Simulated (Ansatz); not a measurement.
**A Ti vacancy and an O vacancy, 6.84 Å apart on the ideal sites in rutile TiO2, 70 atoms, charge 0**

Level of theory: DFT, PBEsol, PAW, plane waves (Ansatz 0.2.0).

Command:

```sh
ansatz run in.yaml --threads 8 --pin off --max-ram 118750MiB --runs-dir r --events-out ev --progress --plain --backend cuda --devices 0,
```

The input less its lattice and atoms (starting moments on atoms near the defect: 2 μB in all):

```yaml
crystal:
  symmetry: { detect: false }
kpoints:
  mp_grid: { grid: [1, 1, 1], shift: [0.25, 0.25, 0.25] }
hamiltonian:
  xc: pbesol
magnetization:
  spin_polarized: true
scf:
  occupations: { method: fermi_dirac, width: 0.01 }
relax:
  f_tol: 0.03
  max_steps: 80
  escape_saddle: false
  adjacent_minimum: "off"
output:
  forces: true
  eigenvalues: true
  populations: true
```

Start:

```xyz
70
Lattice="9.1828 0.0000 0.0000 0.0000 9.1828 0.0000 0.0000 0.0000 8.8166" Properties=species:S:1:pos:R:3 pbc="T T T"
Ti    0.0135    0.0039    0.0418
Ti    0.0385    0.0200    2.9493
Ti    0.0012    9.1665    5.8825
Ti    0.0040    4.6089    0.0197
Ti    0.0082    4.6132    2.9759
Ti    9.1676    4.5570    5.9030
Ti    4.5876    9.1490    8.7849
Ti    4.6039    9.1659    2.9525
Ti    4.5949    9.1798    5.8926
Ti    4.6124    4.5868    0.0052
Ti    4.5962    4.6352    5.8930
Ti    2.3101    2.3405    1.4815
Ti    2.2977    2.3298    4.3925
Ti    2.3025    2.3002    7.3409
Ti    2.3069    6.8681    1.4611
Ti    2.2819    6.8840    4.4255
Ti    2.3241    6.8929    7.3525
Ti    6.8792    2.3024    1.4405
Ti    6.8680    2.3119    4.4025
Ti    6.8734    2.3177    7.3384
Ti    6.9008    6.9165    1.4584
Ti    6.8743    6.9015    4.3933
Ti    6.8863    6.8875    7.3275
O     1.4002    1.4155    0.0408
O     1.4050    1.3955    2.9400
O     1.4197    1.4104    5.8492
O     1.4058    5.9743    8.8142
O     1.3868    5.9899    2.9851
O     1.4124    5.9828    5.8833
O     6.0312    1.3645    8.8039
O     6.0081    1.3786    2.9311
O     6.0235    1.3734    5.8961
O     5.9487    5.9783    8.8075
O     6.0161    6.0049    2.9201
O     5.9949    5.9829    5.8876
O     3.2335    3.2021    0.0264
O     3.1772    3.1740    2.9037
O     3.2149    3.2095    5.8655
O     3.1583    7.7465    0.0085
O     3.1860    7.7623    2.9470
O     3.2006    7.7687    5.8983
O     7.7625    3.2295    8.8113
O     7.8184    3.1794    2.9499
O     7.7812    3.1713    5.8695
O     7.7737    7.7868    8.8011
O     7.7628    7.7565    2.9663
O     7.8106    7.7737    5.8988
O     0.9094    3.7318    1.4874
O     0.8930    3.6794    4.4267
O     0.8811    3.7128    7.3410
O     0.9019    8.3005    1.4681
O     0.9064    8.3120    4.4266
O     5.5154    3.7171    1.4818
O     5.4809    3.6795    4.4299
O     5.5162    3.7194    7.3295
O     5.4845    8.2766    1.4401
O     5.5109    8.2538    4.3843
O     5.5082    8.2742    7.3635
O     3.7017    0.8868    1.4721
O     3.6976    0.8592    4.4663
O     3.6817    0.8502    7.3441
O     3.6799    5.4495    1.4364
O     3.7083    5.4516    4.4137
O     3.6802    5.5026    7.3509
O     8.2894    0.9013    1.4741
O     8.3295    0.9045    4.4062
O     8.2807    0.8790    7.3543
O     8.3036    5.5148    1.4559
O     8.3114    5.4833    4.3985
O     8.2622    5.4940    7.3492
```

Steps:

```tsv
step	energy less the first (eV)	largest force component (eV/Å)
start	0.000	3.782
1	-3.804	2.851
2	-5.221	1.864
3	-5.789	0.465
4	-5.857	0.155
5	-5.869	0.043
6	-5.870	0.009
```

End:

```xyz
70
Lattice="9.1828 0.0000 0.0000 0.0000 9.1828 0.0000 0.0000 0.0000 8.8166" Properties=species:S:1:pos:R:3 pbc="T T T"
Ti    9.0088    0.1781    0.1743
Ti    0.1488    9.0398    2.9423
Ti    9.0082    0.1793    5.7104
Ti    0.0185    4.5852    0.0009
Ti    0.0064    4.5901    2.9420
Ti    0.0214    4.5881    5.8820
Ti    4.5993    9.1636    0.0008
Ti    4.5957    9.1792    2.9409
Ti    4.5990    9.1685    5.8820
Ti    4.6201    4.5687    0.1574
Ti    4.6191    4.5696    5.7268
Ti    2.3562    2.3337    1.5197
Ti    2.3567    2.3353    4.3621
Ti    2.2792    2.2352    7.3508
Ti    2.3387    6.8359    1.4615
Ti    2.3486    6.8479    4.4220
Ti    2.5105    6.6754    7.3504
Ti    6.8055    2.3700    1.4882
Ti    6.8151    2.3810    4.3960
Ti    6.8197    2.3665    7.3501
Ti    6.8534    6.8300    1.5229
Ti    6.8535    6.8326    4.3635
Ti    6.9524    6.9080    7.3504
O     1.3780    1.3445    8.7792
O     1.3997    1.3543    2.9456
O     1.3793    1.3455    5.9220
O     1.3233    6.0658    8.7491
O     1.3669    6.0255    2.9416
O     1.3271    6.0582    5.9476
O     6.0387    1.3341    8.8121
O     5.9757    1.3875    2.9397
O     6.0357    1.3348    5.8921
O     6.0096    5.9797    0.0001
O     6.0613    6.0421    2.9460
O     6.0087    5.9788    5.8847
O     3.2081    3.1774    8.8151
O     3.1451    3.1258    2.9376
O     3.2069    3.1772    5.8831
O     3.1288    7.8580    8.7534
O     3.1615    7.8184    2.9424
O     3.1213    7.8621    5.9521
O     7.8517    3.1507    8.8084
O     7.7988    3.2103    2.9444
O     7.8521    3.1476    5.8886
O     7.8425    7.8070    8.7776
O     7.8328    7.7878    2.9369
O     7.8422    7.8092    5.9207
O     0.9206    3.7044    1.4674
O     0.9222    3.7059    4.4166
O     0.9450    3.7090    7.3508
O     0.8733    8.3150    1.3887
O     0.8726    8.3152    4.4967
O     5.5660    3.6433    1.3782
O     5.5428    3.6214    4.5062
O     5.5268    3.6601    7.3504
O     5.4808    8.2640    1.4656
O     5.4822    8.2661    4.4155
O     5.4780    8.2420    7.3486
O     3.7081    0.8897    1.4635
O     3.7101    0.8918    4.4213
O     3.7414    0.9296    7.3524
O     3.6026    5.5906    1.2815
O     3.5942    5.5842    4.6030
O     3.7501    5.4362    7.3508
O     8.2706    0.9221    1.5787
O     8.2643    0.9164    4.3052
O     8.3527    0.8337    7.3509
O     8.2946    5.4760    1.4614
O     8.2963    5.4784    4.4196
O     8.2564    5.4448    7.3468
```

The run converged.

Time: 23 s of wall time on one NVIDIA GB300 with 8 processor threads, on a host shared with other runs; peak host memory 2 GiB.

(1) How much energy did the relaxation gain, and which atom moved most?

The moment started at 2 μB and ended at 0.0 μB; no other spin state is shown. The program warned that the state may not be the lowest. The one k point has no symmetry partners, which can distort the end along one axis.

Results:

(1) 5.87 eV in 6 steps, from a start with small random displacements; atom 3 (Ti) moved 0.31 Å, the median atom 0.07 Å (drift of the whole cell removed).
